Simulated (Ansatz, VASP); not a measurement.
KBr in VASP and in Ansatz

```
K Br
1.0
     0.00000    3.55590    3.55590
     3.55590    0.00000    3.55590
     3.55590    3.55590    0.00000
K Br
1 1
Direct
  0.00000 0.00000 0.00000
  0.50000 0.50000 0.50000
```

Change from the starting cell: strain +0.080 along x and y, +0.080 along z, atoms carried along.

Alike in both runs: task single point; functional PBEsol; k mesh 6 × 6 × 6; occupations gaussian, width 0.05 eV; no spin polarisation.

```csv
,VASP,Ansatz
version,VASP 6.6.1,Ansatz 0.2.0
potentials or method,"VASP PAW PBE potentials, release 64 (K_sv, Br)","scalar-relativistic, plane waves, PAW"
plane-wave cutoff (eV),520,420
valence electrons in the cell,16,16
```

|  | VASP | Ansatz | Ansatz less VASP |
| --- | --- | --- | --- |
| gap on the k mesh at the Fermi level (eV) | 3.81 | 3.81 | +0.001 |
| least direct gap on the mesh (eV) | 3.81 | 3.81 | +0.001 |
| pressure (GPa) | -2.1 | -2.1 | -0.01 |

Caveats: the PAW data sets were made with another functional, which shifts forces and pressure a little (VASP).
